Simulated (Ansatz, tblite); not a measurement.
## A script for CaO (GFN2-xTB)

These are simulated results from tblite 0.8.0, not measurements. The cell was built from a prototype and was relaxed with r2SCAN in plane waves (Ansatz 0.2.0). Not every such cell is a known phase. All runs are without spin polarisation.

Space group P6_3/mmc (No. 194), hexagonal; a = 3.320 Å, c = 5.814 Å in the conventional setting, 13.87 Å³ an atom. Around Ca lie 6 O at 2.41 Å; around O lie 6 Ca at 2.41 Å.

tblite solves periodic systems at the zone centre alone, so the script builds a cluster of 3×3×2 conventional cells (72 atoms), which folds in a coarse mesh of k points.

run.py reads:

```python
import json
from ase import Atoms
from ase.build import make_supercell
from ase.units import Bohr, GPa, Hartree
from tblite.interface import Calculator

atoms = Atoms(['Ca', 'Ca', 'O', 'O'],
              cell=[[3.319937, -0.0, 0.0], [-1.659968, 2.875149, -0.0], [0.0, -0.0, 5.814309]],
              scaled_positions=[[0.0, 0.0, 0.0], [0.0, 0.0, 0.5], [0.333333, 0.666667, 0.25], [0.666667, 0.333333, 0.75]],
              pbc=True)
cluster = make_supercell(atoms, [[3, 0, 0], [0, 3, 0], [0, 0, 2]])
calc = Calculator('GFN2-xTB', cluster.numbers, cluster.positions / Bohr, lattice=cluster.cell[:] / Bohr, periodic=cluster.pbc)
calc.set('temperature', 0.02 / Hartree)
calc.set('max-iter', 150)
res = calc.singlepoint()
levels = res.get('orbital-energies') * Hartree
nv = round(res.get('orbital-occupations').sum() / 2)
cells = len(cluster) // len(atoms)
out = {'energy_per_cell': res.get('energy') * Hartree / cells, 'homo': levels[nv - 1], 'lumo': levels[nv],
       'stress': (-res.get('virial') * Hartree / cluster.get_volume() / GPa).tolist(), 'charges': res.get('charges')[:len(atoms)].tolist(), 'electrons': 2 * nv / cells}
json.dump(out, open('results.json', 'w'))
for key, value in out.items():
    print(key, value)
```

Command: `python run.py`. It took 8.3 s on 1 thread of Arm Neoverse V2, on a shared host, peak memory 0.12 GiB.

What it printed:

```
------------------------------------------------------------
  cycle        total energy    energy error   density error
------------------------------------------------------------
      1     -142.5675450278  -1.4294688E+02   5.6535962E-01
      2     -163.6318677624  -2.1064323E+01   2.4854837E-01
      3     -166.0202548338  -2.3883871E+00   1.3910436E-01
      4     -166.0610174650  -4.0762631E-02   5.2754514E-02
      5     -165.9581975348   1.0281993E-01   4.8266640E-02
      6     -165.2905759008   6.6762163E-01   9.7650212E-02
      7     -166.1075409549  -8.1696505E-01   7.0788660E-03
      8     -166.1019642537   5.5767011E-03   8.5733789E-03
      9     -166.0987855771   3.1786767E-03   1.0011902E-02
     10     -166.1000251215  -1.2395445E-03   9.4143284E-03
     11     -166.1022012419  -2.1761204E-03   8.1928688E-03
     12     -166.1055383839  -3.3371420E-03   5.6811025E-03
     13     -166.1069390393  -1.4006554E-03   4.1289333E-03
     14     -166.1083476798  -1.4086405E-03   1.0304240E-03
     15     -166.1084283917  -8.0711966E-05   2.7657696E-04
     16     -166.1084214183   6.9734114E-06   2.5423157E-04
     17     -166.1084212277   1.9061730E-07   2.9722684E-04
     18     -166.1084238131  -2.5853593E-06   2.4793922E-04
     19     -166.1084209609   2.8521594E-06   3.0308813E-04
     20     -166.1084275445  -6.5836084E-06   1.5004089E-04
     21     -166.1084286258  -1.0812619E-06   1.0322208E-04
     22     -166.1084295775  -9.5169770E-07   1.2125387E-05
------------------------------------------------------------

 total:                                   7.720 sec
energy_per_cell -251.11336661856194
homo -13.194174595116843
lumo -13.008273245437056
stress [[-19.84566291222894, -0.00017024087606778214, -2.294164177187207e-06], [-0.00017024087606803804, -19.845820605819082, -2.9743817018910912e-06], [-2.2941641773443705e-06, -2.974381701883404e-06, -16.365280532282696]]
charges [0.495192539022802, 0.49519468102840214, -0.49520413867847046, -0.49520679010851953]
electrons 16.0
```

The cycle table is in hartree for the whole cluster, and the lines after it are in eV (the energy for one cell). The printed stress is in GPa and positive in compression, and the pressure is its mean diagonal.

GFN2-xTB gives a gap of 0.19 eV. On the same cell, plane-wave PBE (Ansatz, 12×12×4 k points and the special points) gives a gap of 3.85 eV and r2SCAN a gap of 4.41 eV; on shared hosts these took about 3.1 and 9.1 core-seconds on the 4-atom cell, against 8.3 for the script. Semilocal gaps usually lie below measured ones. xTB was fitted to molecules, so gaps, charges and pressures of solids can be far off, and the gap also depends on the size of the cluster.

The same script was run on cells scaled at fixed shape and fractional coordinates:

```json
{"volume (Å³/atom)": "12.21", "energy (meV/atom)": "-179.8", "pressure (GPa, positive in compression)": "-15.20", "gap (eV)": "0.72"}
{"volume (Å³/atom)": "13.04", "energy (meV/atom)": "-94.3", "pressure (GPa, positive in compression)": "-17.43", "gap (eV)": "0.43"}
{"volume (Å³/atom)": "13.87", "energy (meV/atom)": "0.0", "pressure (GPa, positive in compression)": "-18.69", "gap (eV)": "0.19"}
{"volume (Å³/atom)": "14.71", "energy (meV/atom)": "97.7", "pressure (GPa, positive in compression)": "-18.69", "gap (eV)": "0.03"}
{"volume (Å³/atom)": "15.54", "energy (meV/atom)": "193.6", "pressure (GPa, positive in compression)": "-18.28", "gap (eV)": "0.00"}
```

The minimum lies beyond the smallest of these volumes.

xTB was fitted mostly to molecules, and a small cluster samples few k points, so gaps, pressures and kinks along a curve can be far from a solid's.
